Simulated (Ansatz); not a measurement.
**How far is PAW off for MgTe?**

```
CELL_PARAMETERS angstrom
4.54000 0.00000 0.00000
-2.27000 3.93176 0.00000
0.00000 0.00000 7.39500
ATOMIC_POSITIONS crystal
Mg 0.33333 0.66667 0.00000
Mg 0.66667 0.33333 0.50000
Te 0.33333 0.66667 0.37000
Te 0.66667 0.33333 0.87000
```

Atom numbers follow the list: Mg1, Mg2, Te3, Te4.

Conventional cell: a = 4.540 Å, b = 4.540 Å, c = 7.395 Å, α = 90.00°, β = 90.00°, γ = 120.00°. Mg (atom 1) has 4 Te at 2.74 to 2.79 Å as nearest neighbours. Te (atom 3) is surrounded by 4 Mg at 2.74 to 2.79 Å.

The cell is COD entry 1538744, as deposited and not checked against the literature; nothing was relaxed.

Spin–orbit coupling is left out, though it moves levels of the heavy atoms by tenths of an eV or more.

Methods: DFT, PBEsol, PAW with Ansatz's default frozen-core files, scalar-relativistic (Ansatz 0.2.0); DFT, PBEsol, all-electron PAW with datasets made for the crystal, scalar-relativistic (Ansatz 0.2.0); DFT, PBEsol, all-electron LAPW, scalar-relativistic (Ansatz 0.2.0).

For PAW: a Γ-centred 9×9×5 k mesh, Fermi–Dirac smearing of 0.03 eV, cutoff 420 eV, no spin polarisation; the PAW files were made with PBE, and the program remakes their frozen cores for this functional. The crystal-made all-electron datasets (AE datasets) take a cutoff of 220 eV at this cell. LAPW targets a basis error of 0.5 meV/atom. The Ansatz runs share mesh, smearing and spin set-up. Plane-wave (PAW) pressures include the program's estimate of the Pulay term.

Stress and pressure are positive in compression.

Levels count from the top of the valence band.

```csv
quantity,PAW,AE datasets,LAPW
pressure (GPa),0.45,0.44,0.44
stress xx (GPa),0.08,0.07,0.07
stress zz (GPa),1.19,1.18,1.18
"force on Mg1, z (eV/Å)",-0.214,-0.214,-0.214
"force on Te3, z (eV/Å)",0.214,0.214,0.214
band gap (eV),2.417,2.418,2.418
highest filled level at K (eV),-1.409,-1.409,-1.409
lowest empty level at K (eV),3.324,3.322,3.322
highest filled level at L (eV),-0.903,-0.903,-0.903
lowest empty level at L (eV),3.116,3.116,3.116
highest filled level at Γ (eV),0.000,0.000,0.000
lowest empty level at Γ (eV),2.417,2.418,2.418
```

PAW's pressure differs from the LAPW value by about 0.01 GPa or less.
